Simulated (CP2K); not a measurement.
**P: band structure with TB-mBJ**

P, a slab with vacuum:

```
CELL_PARAMETERS angstrom
3.28373 0.00000 0.00000
0.00000 34.85703 0.00000
0.00000 0.00000 4.63208
ATOMIC_POSITIONS crystal
P 0.50000 0.97026 0.90785
P 0.50000 0.02974 0.09215
P 0.00000 0.02974 0.40785
P 0.00000 0.97026 0.59215
```

```yaml
Program: CP2K 2026.2
Task: band structure
Functional: TB-mBJ
Potentials_or_basis: POTENTIAL_UZH P GTH-PBE-q5; TZVP-MOLOPT-PBE-GTH basis
Density_cutoff: 9184 eV
k_mesh: 8 × 1 × 6
Occupations: fermi-dirac, width 0.1 eV
Spin: no spin polarisation
SCF_solver: diagonalisation with k points
Quickstep_method: GPW
EPS_DEFAULT: 1.0E-9
EPS_SCF: 1.0E-6
MAX_SCF: 100
SCF_GUESS: ATOMIC
k_points_reduced_by_the_point_group: yes
Mesh_centred_on_Gamma: yes
CHOLESKY: OFF
EPS_EIGVAL: 1.0E-7
MIXING_METHOD: BROYDEN_MIXING
MIXING_ALPHA: 0.4
NBUFFER: 8
NGRIDS: 4
Basis_sets: P TZVP-MOLOPT-PBE-GTH-q5
Potentials: P GTH-PBE-q5 of POTENTIAL_UZH
ADDED_MOS: "[14]"
Points_a_segment_of_the_path_NPOINTS: 10
Bands_added_on_the_path: 4
MPI_ranks: 4
REL_CUTOFF_Ry: 60 Ry
MIXING_BETA_1/bohr: 1.5 1/bohr
CUTOFF_of_the_grids: 675 Ry
```

```yaml
Band_gap_on_the_k_mesh: 2.59 eV, indirect (least direct gap 2.68 eV)
Band_gap_along_the_path: 1.28 eV, direct
```

Levels at the corners of the path, in eV from the valence-band top:
```
point  band 7  band 8  band 9  band 10  band 11  band 12  band 13  band 14
    Γ   -3.67   -2.14   -1.60     0.00     1.28     2.17     3.16     3.60
    X   -2.74   -2.74   -1.85    -1.85     1.61     1.61     2.50     2.50
    S   -4.44   -4.44   -1.01    -1.01     2.93     2.93     4.19     4.19
    Y   -2.85   -2.85   -1.41    -1.41     2.59     2.59     4.06     4.06
    Γ   -3.67   -2.14   -1.60     0.00     1.28     2.17     3.16     3.60
    Z   -3.67   -2.14   -1.60     0.00     1.28     2.17     3.16     3.60
    U   -2.74   -2.74   -1.85    -1.85     1.61     1.61     2.50     2.50
    R   -4.44   -4.44   -1.01    -1.01     2.93     2.93     4.19     4.19
    T   -2.85   -2.85   -1.41    -1.41     2.59     2.59     4.06     4.06
    Z   -3.67   -2.14   -1.60     0.00     1.28     2.17     3.16     3.60
    Y   -2.85   -2.85   -1.41    -1.41     2.59     2.59     4.06     4.06
    T   -2.85   -2.85   -1.41    -1.41     2.59     2.59     4.06     4.06
    U   -2.74   -2.74   -1.85    -1.85     1.61     1.61     2.50     2.50
    X   -2.74   -2.74   -1.85    -1.85     1.61     1.61     2.50     2.50
    S   -4.44   -4.44   -1.01    -1.01     2.93     2.93     4.19     4.19
    R   -4.44   -4.44   -1.01    -1.01     2.93     2.93     4.19     4.19
```

Run time: 59 s on 4 MPI ranks on Arm Neoverse V1, on a shared host.

Caveat: meta-GGAs are noisy in the vacuum on a uniform grid, which can shift empty levels and the work function; this is a model potential without an energy functional, so only levels have meaning; the basis of atomic orbitals isn't converged, which shifts pressures, moduli and gaps.
